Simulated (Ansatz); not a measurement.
All numbers below come from DFT PBE, scalar-relativistic, plane waves, PAW in Ansatz 0.2.0. All cells share a 420 eV cutoff and Γ-centred k meshes spaced at most about 0.3 Å⁻¹ (about 0.25 or finer for metals, 2π included). No spin polarisation.

Temperature and zero-point effects are left out.

Compare these two cells of Sc3Al2, each relaxed at this level.

A.

```
CELL_PARAMETERS angstrom
-1.58133 1.58133 10.27624
1.58133 -1.58133 10.27624
1.58133 1.58133 -10.27624
ATOMIC_POSITIONS crystal
Sc 0.69073 0.69073 0.00000
Sc 0.50000 0.50000 0.00000
Sc 0.30927 0.30927 0.00000
Al 0.09568 0.09568 0.00000
Al 0.90432 0.90432 0.00000
```

B.

```
CELL_PARAMETERS angstrom
7.79120 -2.73629 0.00000
7.79120 2.73629 0.00000
0.00000 0.00000 4.93677
ATOMIC_POSITIONS crystal
Sc 0.81961 0.18039 0.25000
Sc 0.42215 0.79077 0.25000
Sc 0.20923 0.57785 0.25000
Sc 0.18039 0.81961 0.75000
Sc 0.79077 0.42215 0.75000
Sc 0.57785 0.20923 0.75000
Al 0.03047 0.37060 0.25000
Al 0.62940 0.96952 0.25000
Al 0.37060 0.03047 0.75000
Al 0.96952 0.62940 0.75000
```

Question: Which would you expect to be lower, and how large is the difference?

Answer: A is lower, by 232 meV/atom. A has Sc and Al ordered on fcc sites, space group I4/mmm (No. 139), 20.6 Å³/atom and no gap on its mesh; B has Sc and Al ordered on hcp sites, space group Cmcm (No. 63), 21.0 Å³/atom and no gap. In A, Sc on a site of symmetry 4mm is surrounded by 4 Al at 2.97 Å and 8 Sc at 3.16–3.31 Å; Sc on a site of symmetry 4/mmm is surrounded by 8 Al at 2.98 Å and 4 Sc at 3.16 Å; Al is surrounded by 8 Sc at 2.97–2.98 Å and 4 Al at 3.16 Å. In B, Sc on a site of symmetry m2m is surrounded by 10 Sc at 3.06–3.22 Å and 2 Al at 3.13 Å; around Sc on a site of symmetry m lie 5 Al at 2.98–3.17 Å and 7 Sc at 3.06–3.32 Å; Al has 6 Sc at 2.98–3.17 Å and 6 Al at 3.04–3.14 Å. Both come from invented guesses.

Cells relaxed within their symmetry can be saddle points.
